SnO2: how far does the lowest empty band climb along c?

In SnO2 a short walk away from Γ, the centre of the zone, separates the two band edges sharply. One eighth of a reciprocal vector along c raises the lowest empty level by about 1 eV, while the highest filled level sinks by only about 0.1 eV. The steep empty band is the one that carries the electrons when SnO2 serves as a transparent conductor, and its strong curvature at Γ is what makes them light. The question for this page is where that band stands at c = 0.25 and at the zone boundary, c = 0.5, with a and b both zero.

Electron levels of SnO2 (P4_2/mnm, 6-atom cell) at points of a 6x6x8 k mesh, computed with ABACUS 3.10.1 using PBE, plane waves up to 1142.88 eV and PseudoDojo NC SR 0.4.1 PBE standard pseudopotentials. The run has no spin polarisation or spin-orbit coupling, and Fermi-Dirac smearing of 0.05 eV. Levels are counted from the valence top.

```
point a (reciprocal cell vector)  point b (reciprocal cell vector)  point c (reciprocal cell vector)  level under 2 (eV)  level under 1 (eV)  level over 1 (eV)  level over 2 (eV)
                          0.0000                            0.0000                            0.0000              -0.746               0.000              1.266              6.125
                          0.5000                            0.0000                            0.0000              -0.621              -0.621              4.423              4.423
                          0.0000                            0.0000                            0.1250              -0.718              -0.127              2.225              6.445
                          0.0000                            0.0000                            0.2500                   ?                   ?                  ?                  ?
                          0.5000                            0.5000                            0.2500              -0.855              -0.855              5.148              5.148
                          0.0000                            0.0000                            0.5000                   ?                   ?                  ?                  ?
                          0.5000                            0.0000                            0.5000              -0.716              -0.716              6.460              6.460
```

The points a, b and c tell how the phase of an electron wave changes from cell to cell. At Γ it does not change; at c = 0.5 the wave reverses its sign with each cell along c, and at c = 0.25 it makes a quarter turn. "Level over 1" and "level over 2" are the lowest two empty levels, and "level under 1" is the highest filled one. All are counted from the valence top at Γ and sorted by energy at each point, so a column need not follow one band.

Both band edges lie at Γ, with a PBE gap of about 1.3 eV. This is far below the measured gap, roughly 3.6 eV as recalled, which is the usual failing of this functional. The heights below therefore belong to the PBE bands and are not measured excitation energies. What can be reasoned about is the shape of the band.

What lifts the band

The lowest empty band of SnO2 is, by standard chemistry, made of Sn 5s orbitals pushed upward by the O 2p orbitals below them. The size of the push depends on the phases of neighbouring Sn atoms. Each O sits between three Sn, in one plane with them and at nearly equal distances. When all three Sn waves are in phase, as at Γ, their pulls on the O p orbitals almost cancel, and the band lies low. Once the phases differ, the cancellation fails, Sn and O mix, and the empty level rises.

A single pair of levels shows how to turn this into numbers. Let an Sn level E_s and an O level E_p be coupled by an energy t, with amplitudes u on Sn and v on O:

(E − E_s) u = t v
(E − E_p) v = t u

Eliminating u and v leaves

(E − E_s)(E − E_p) = t²

In the crystal, t² becomes a sum over the Sn atoms around each O. Its cross terms join two Sn that share an O, and each brings a cosine of their phase difference. There are two kinds of such pairs: neighbours in the same column along c, and an Sn at the cell corner with one at the cell centre. If the cancellation at Γ is taken as complete, E_s is simply the known level there, E_Γ, and the result is

(E − E_Γ)(E − E_p) = A (1 − cos 2πc) + B (1 − cos πa cos πb cos πc)

For E_p I take −4 eV, a rough recalled position for the middle of the O 2p band. A and B come from a least-squares fit of the product on the left at the four known points other than Γ, and are about 14 and 25 eV². They also absorb direct coupling between Sn atoms and the influence of O s orbitals, so they should not be read as bond strengths. This matters most for A. Seen from an O, two Sn of the same column stand not far from a right angle, so their pulls on the p orbitals hardly interfere. The push by O 2p alone would make A much smaller than B; something else must add to it, and these levels do not tell what. Over these four points the formula misses the lowest empty level by 0.15 eV (root mean square).

The same formula also describes a second band, in which corner and centre Sn have opposite signs at Γ. One only has to turn the minus sign in the B term into a plus. At Γ this gives 6.17 eV for the second empty level, against 6.13 eV in the table, and at c = 0.125 it comes out 0.13 eV too low. Neither of these two levels entered the fit, so they lend the picture some support.

The estimate at c = 0.25

Here cos 2πc is zero and cos πc is 0.707. The right-hand side is

13.87 × 1 + 24.94 × 0.293 = 21.2 eV²

With x for the height above E_Γ, and 1.27 + 4 = 5.27 eV for the distance from E_Γ down to E_p:

x (x + 5.27) = 21.2
x = −2.63 + √(2.63² + 21.2) = 2.67 eV
E = 1.27 + 2.67 = 3.94 eV

Two cruder continuations frame this value. Repeating the first step along c in a straight line leads to 3.2 eV, which is too little for a band that starts flat at its minimum and then steepens. Letting the height grow as the square of c leads to 5.1 eV, which ignores that the band must bend over. The formula falls between them. Its right-hand side already grows a little more slowly than the square of c, and the product form slows the climb further: the energy first follows the right-hand side itself, and later only something closer to its square root.

The estimate at c = 0.5

At the boundary the product of cosines vanishes, and with it the difference between the two bands. They must meet there, and symmetry demands it independently of the formula. The crystal has glide planes, each a reflection combined with half a cell's shift along c and along a or b. Done twice, such a glide amounts to a full step along both directions, which at c = 0.5, with a and b zero, multiplies the wave by −1. A single glide then multiplies the wave by i or −i, and its complex conjugate, which has the same energy without spin-orbit coupling, by the other of the two. The levels therefore come in equal pairs, just as they do at the three known points with a = 0.5.

Forecasts

At c = 0.25 the lowest empty level should lie at 3.9 ± 0.5 eV. The second should lie at 6.6 ± 0.6 eV, still separate from the first.

At c = 0.5 both empty levels should be equal, at 6.4 ± 0.8 eV. The wider bar allows for another band coming in at this height.

The highest filled level should lie between −0.9 and −0.2 eV at both points. This range rests on comparison with the known points alone, since the formula does not treat the filled bands. All the error bars are judgements, set wider than the misfits because so few points are known.

The withheld rows as computed:

```
point a (reciprocal cell vector)  point b (reciprocal cell vector)  point c (reciprocal cell vector)  level under 2 (eV)  level under 1 (eV)  level over 1 (eV)  level over 2 (eV)
                          0.0000                            0.0000                            0.2500              -0.826              -0.490              3.829              6.918
                          0.0000                            0.0000                            0.5000              -1.251              -1.251              6.201              6.201
```

The empty levels

All the forecasts for the empty levels hold. At c = 0.25 the lowest one lies at 3.83 eV, 0.1 eV below the estimate. At c = 0.5 the pair lies at 6.20 eV, about 0.15 eV below the formula's 6.35 eV. From Γ to the boundary the band has climbed 4.9 eV, almost four times the PBE gap.

The point at c = 0.25 is the one that shows whether the O level was worth including. A plain cosine band, with the same two cosines added directly to the energy and three constants fitted to all five known points, gives 3.35 eV there and falls short by 0.5 eV. It had already made the first step from Γ too small, 0.5 eV instead of 1.0 eV, although both ends of that step were in its fit. At c = 0.5 the two descriptions almost agree, so that point cannot choose between them. The comparison favours the product form, but another mechanism that makes the band steep near Γ could do as well.

The second empty level fared less well. At c = 0.25 it lies at 6.92 eV, inside the range but 0.3 eV above the estimate. Along the line it rises from Γ and then comes down to meet its partner at the boundary. The formula has such a hump, because the A term grows towards the boundary while the B term of this band shrinks, but it makes the rise from Γ only about half as large as computed.

One shortcoming became visible only with the boundary value. The formula gives the same energy at c = 0.5 whether a is 0 or 0.5, because the product of cosines is zero in both cases. The calculation puts the second of these points higher, by 6.46 − 6.20 = 0.26 eV. Coupling between more distant Sn atoms, which share no O, could separate the two, and the formula leaves it out. But if it acted only between atoms one cell apart along a or b, it would also raise the level at the known point with a and b both 0.5, where the formula already lies 0.25 eV too high. The cause is therefore left open.

The filled level

Here one forecast failed. At c = 0.25 the highest filled level lies at −0.49 eV, as expected, but at c = 0.5 it lies at −1.25 eV, well below the range. The mistake was in the comparison. All the known points at the zone boundary have a = 0.5, and I took their levels as a guide for a boundary point reached along c alone.

The first step along c held a warning. Four times its fall of 0.127 eV is 0.51 eV, close to what is found at twice the distance from Γ, so the level was already sinking roughly as the square of c. Carried on to the boundary, that rule would give about −2.0 eV, which is too low, but nothing in the known points required the level to stop at −0.9 eV. Since the columns are sorted by energy, the highest filled level at the boundary may also belong to a different band from the one that is highest at Γ. By standard chemistry the valence top is made of O 2p orbitals that hardly mix with Sn, so its slope probably reflects coupling between neighbouring O atoms, which these levels alone cannot confirm.

The contrast between the two edges thus survives, but it weakens with distance. On the first eighth of a reciprocal vector the empty level moves between seven and eight times as far as the filled one; over the whole way to the boundary, about four times as far.

For another point of this zone, the reasoning starts with the phases of the Sn atoms around a shared O. If they agree, the empty band lies low; the more they differ, the higher it goes. In the formula, the two Sn bands meet wherever one of the three cosines in the product vanishes.
